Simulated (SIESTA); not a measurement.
Zn in SIESTA: the effect of strain zz

The system is Zn.

```
CELL_PARAMETERS angstrom
0.00000 1.96478 1.88618
1.96478 0.00000 1.88618
1.96478 1.96478 0.00000
ATOMIC_POSITIONS crystal
Zn 0.00000 0.00000 0.00000
```

The cell isn't the ideal one: cell strained along z.

Alike in all runs:

```yaml
Program: SIESTA 5.4.2
Task: band structure
Functional: PBEsol
Potentials_or_basis: PseudoDojo 0.4 standard (PBEsol files)
Basis: DZP (energy shift 0.003 Ry; two zetas on semicore shells)
Grid_cutoff: 800 Ry
Energy_shift: 0.003 Ry
k_mesh: 12 × 12 × 12
Occupations: fermi-dirac, width 0.05 eV
Spin: no spin polarisation
```

| strain zz | pressure (GPa) |
| --- | --- |
| -0.04 | -5.1 |
| -0.02 | ? |
| 0 | -7.7 |
| 0.02 | -8.9 |
| 0.04 | -9.3 |

**Question.** What does the run with strain zz -0.02 give?

**Answer.** Pressure -6.0 GPa.

Worked out: A parabola through the other rows of the pressure, of slope -68.5 GPa per unit of strain zz there, gives -6.6 GPa, against the run's -6.0. The fit is too stiff a form for this range.

Caveats: short orbitals over semicore shells can move pressures by several GPa; the basis of atomic orbitals isn't converged, which shifts pressures, moduli and gaps.
